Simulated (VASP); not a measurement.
Crystal: TaN.

```xyz
2
Lattice="0.0000 2.1790 2.1790 2.1790 0.0000 2.1790 2.1790 2.1790 0.0000" Properties=species:S:1:pos:R:3 pbc="T T T"
Ta    2.1790    2.1790    2.1790
N     0.0000    0.0000    0.0000
```

Base run:

| Property | Result |
| --- | --- |
| Program | VASP 6.6.1 |
| Functional | PBE |
| Potentials or basis | VASP PAW PBE potentials, release 64 (Ta_pv, N) |
| Cutoff | 520 eV |
| k mesh | 7 × 7 × 7 |
| Occupations | gaussian, width 0.05 eV |
| Spin | collinear spin, ferromagnetic start |
| Starting moments | [0.5, 0.0] μB |
| Hubbard terms | Ta d U = 7 eV |

Its results: pressure 38.9 GPa.

Problem. The run is repeated on the same cell with these changes: fixed moment from none to 2 μB. What comes out?

Solution. Pressure 68.2 GPa; site moments Ta +1.38; N +0.12 μB.

Caveats: a pressure of tens of GPa on the cell as given is suspect, and the run, the potentials or the cell itself is likely at fault; the moment is held away from its start (some runs); the total moment is fixed, so each spin has its own Fermi level (some runs).
